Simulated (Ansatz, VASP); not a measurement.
**One calculation of AlN, two programs**

```
Al N
1.0
     3.24246    0.00000    0.00000
    -1.62123    2.80805    0.00000
     0.00000    0.00000    4.84013
Al N
2 2
Cartesian
  0.0000 1.8720 -0.0464
  1.6212 0.9360 2.3736
  0.0000 1.8720 1.8615
  1.6212 0.9360 4.2815
```

Change from the starting cell: epitaxial_xy strain +4.4%.

Alike in both runs: task single point; functional HSE06; k mesh 6 × 6 × 4; no spin polarisation.

|  | VASP | Ansatz |
| --- | --- | --- |
| version | VASP 6.6.1 | Ansatz 0.2.0 |
| potentials or method | VASP PAW PBE potentials, release 64 (Al, N) | plane waves, PAW |
| plane-wave cutoff (eV) | 520 | 420 |
| occupations | gaussian, width 0.01 eV | fixed |
| valence electrons in the cell | 16 | 16 |

|  | VASP | Ansatz | Ansatz less VASP |
| --- | --- | --- | --- |
| gap on the k mesh at the Fermi level (eV) | 4.67 | 4.68 | +0.010 |
| pressure (GPa) | -12.5 | -12.4 | +0.17 |
| largest component of the traceless stress (GPa) | 11.69 | 11.48 | -0.209 |
| rms of the force components (eV/Å) | 0.004 | 0.006 | +0.0028 |

Atom by atom the forces differ by 0.003 eV/Å (rms over components). Ansatz warned: «stress_exchange_threshold_loose».

Caveats: the PAW data sets were made with another functional, which shifts forces and pressure a little (VASP).
